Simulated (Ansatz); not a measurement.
Relaxed bulk C:

```
C
1.0
     2.12942   -1.22943   -0.00886
     2.12942    1.22943   -0.00886
    -1.39503    0.00000    3.63240
C
2
Direct
  0.83335 0.83335 0.00004
  0.16665 0.16665 0.99996
```

Miller indices refer to the conventional cell of C2/m (No. 12), a = 4.259 Å, b = 2.459 Å, c = 3.891 Å, α = 90.00°, β = 111.25°, γ = 90.00°.

The (201) slab of 16 planes, 11.2 Å thick with 15 Å of vacuum as cut; outer planes C (top) and C (bottom).

Theory: DFT PBEsol, scalar-relativistic, plane waves, PAW in Ansatz 0.2.0. Plane waves to 420 eV, a k mesh through Γ of 11×5×1 on the computed 16-atom cell and Gaussian smearing (0.05 eV); no spin polarisation. The cell repeats along c with a dipole correction in the vacuum.

With the atoms at the bulk's places:

```json
{
 "Surface energy (mean of both faces)": "4.53 J/m²",
 "Work function": "6.13 eV"
}
```

Question: What changes when all atoms relax within this surface cell and its symmetry?

Answer: The energy falls by 0.136 J/m² a face, and the largest move is 0.13 Å.

For the relaxed slab, the surface energy (mean of both faces) is 4.39 J/m² and the work function is 5.58 eV.

| plane (bottom to top) | atoms | spacing to next, bulk (Å) | relaxed (Å) | change (%) |
| --- | --- | --- | --- | --- |
| 1 | C | 0.508 | 0.414 | -18.5 |
| 2 | C | 1.016 | 1.016 | 0.0 |
| 3 | C | 0.508 | 0.488 | -4.0 |
| 4 | C | 1.016 | 1.012 | -0.4 |
| 5 | C | 0.508 | 0.502 | -1.2 |
| 6 | C | 1.016 | 1.017 | +0.2 |
| 7 | C | 0.508 | 0.507 | -0.3 |
| 8 | C | 1.016 | 1.019 | +0.4 |
| 9 | C | 0.508 | 0.507 | -0.3 |
| 10 | C | 1.016 | 1.018 | +0.2 |
| 11 | C | 0.508 | 0.503 | -1.1 |
| 12 | C | 1.016 | 1.013 | -0.2 |
| 13 | C | 0.508 | 0.488 | -3.9 |
| 14 | C | 1.016 | 1.018 | +0.2 |
| 15 | C | 0.508 | 0.415 | -18.3 |
| 16 | C |  |  |  |

The smearing is narrow for a metal on this mesh.

The reference crystal is a form of C, which isn't its usual structure.